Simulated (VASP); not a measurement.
Set up this calculation in VASP 6.6.1, as the native input.

```
Task                   : single point
Functional             : r2SCAN
Potentials or basis    : VASP PAW PBE potentials, release 64 (Ta_pv, N)
Cutoff                 : 520 eV
k mesh                 : 9 × 9 × 12
Occupations            : gaussian, width 0.1 eV
Spin                   : no spin polarisation
Dipole correction      : no
Further INCAR settings : ALGO = Normal; EDIFF = 1e-06; NBANDS = 33
```

The system is TaN.

```
CELL_PARAMETERS angstrom
5.36969 0.00000 0.00000
-2.68485 4.65029 0.00000
0.00000 0.00000 2.93136
ATOMIC_POSITIONS crystal
Ta 0.00000 0.00000 0.00000
Ta 0.33333 0.66667 0.50000
Ta 0.66667 0.33333 0.50000
N 0.50000 0.00000 0.00000
N 0.50000 0.50000 0.00000
N 0.00000 0.50000 0.00000
```

One way to write it, as run:

POSCAR

```
TaN
1.0
    5.3696902908      0.0000000000      0.0000000000
   -2.6848451454      4.6502882023      0.0000000000
    0.0000000000      0.0000000000      2.9313639888
Ta N
3 3
Direct
    0.0000000000      0.0000000000      0.0000000000
    0.3333333333      0.6666666667      0.5000000000
    0.6666666667      0.3333333333      0.5000000000
    0.5000000000      0.0000000000      0.0000000000
    0.5000000000      0.5000000000      0.0000000000
    0.0000000000      0.5000000000      0.0000000000
```

INCAR.step1

```
PREC = Accurate
ENCUT = 520
ISMEAR = 0
SIGMA = 0.1
LREAL = False
LASPH = True
NELM = 100
NBANDS = 33
GGA = PE
ALGO = Normal
EDIFF = 1E-4
LWAVE = True
LCHARG = False
```

INCAR.step2

```
PREC = Accurate
ENCUT = 520
EDIFF = 1E-6
ISMEAR = 0
SIGMA = 0.1
LREAL = False
LASPH = True
NELM = 100
ALGO = Normal
ISIF = 2
LWAVE = False
LCHARG = True
METAGGA = R2SCAN
LMIXTAU = True
LELF = True
LVHAR = True
NBANDS = 33
ISTART = 1
```

KPOINTS

```
regular mesh
0
Gamma
  9 9 12
```

Potentials or basis: VASP PAW PBE potentials, release 64 (Ta_pv, N).

Launch:

```bash
$ cat potpaw_PBE.64/Ta_pv/POTCAR potpaw_PBE.64/N/POTCAR > POTCAR
$ cp INCAR.step1 INCAR
$ mpirun -np 1 vasp_std > vasp.out
$ cp INCAR.step2 INCAR
$ mpirun -np 1 vasp_std > vasp.out
```

Results of the run:

- Pressure: -14.1 GPa
- Band gap on the k mesh: none (metal or under the smearing width)

Caveat: the PAW data sets were made with another functional, which shifts forces and pressure a little.

Wall time 7.7 min on 1 thread of AMD EPYC 9R45 (Zen 5), with other jobs on the host, peak memory 0.27 GiB.
